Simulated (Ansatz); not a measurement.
Crystal: PbSe.

```
CELL_PARAMETERS angstrom
3.78432 0.00000 0.00000
0.00000 3.78432 0.00000
0.00000 0.00000 3.78432
ATOMIC_POSITIONS crystal
Pb 0.00000 0.00000 0.00000
Se 0.50000 0.50000 0.50000
```

Measurements of this composition are mostly on another form, of space group No. 225.

* Program: Ansatz 0.2.0
* Task: relaxation of cell and atoms
* Functional: PBEsol
* Potentials or basis: Ansatz PAW
* Cutoff: 420 eV (not typed: the program's choice for these potentials)
* k mesh: 7 × 7 × 7
* Occupations: fermi-dirac, width 0.05 eV
* Spin: no spin polarisation

At the start: volume 27.10 Å³/atom.

Problem. Where does the relaxation end?

Solution. It ends after 5 steps and the volume is 25.40 Å³/atom (-6.3 %); space group Pm-3m (No. 221, to 0.05 Å).

The path:
| step | energy change (eV) | largest force (eV/Å) | volume (Å³) |
| --- | --- | --- | --- |
| 1 | 0.0000 | 0.0000 | 54.20 |
| 2 | -0.0358 | 0.0000 | 50.16 |
| 3 | -0.0372 | 0.0000 | 50.88 |
| 4 | -0.0372 | 0.0000 | 50.80 |
| 5 | -0.0368 | 0.0000 | 50.80 |

Final structure:
```xyz
2
Lattice="3.7035 0.0000 0.0000 0.0000 3.7035 0.0000 0.0000 0.0000 3.7035" Properties=species:S:1:pos:R:3 pbc="T T T"
Pb    0.0000    0.0000    0.0000
Se    1.8517    1.8517    1.8517
```

Caveat: the plane-wave basis is chosen anew once the cell has moved, so the energies of steps on either side of that aren't comparable; the PAW data sets come from PBE, with cores solved anew for the run's functional, which leaves a small shift of forces and pressure.
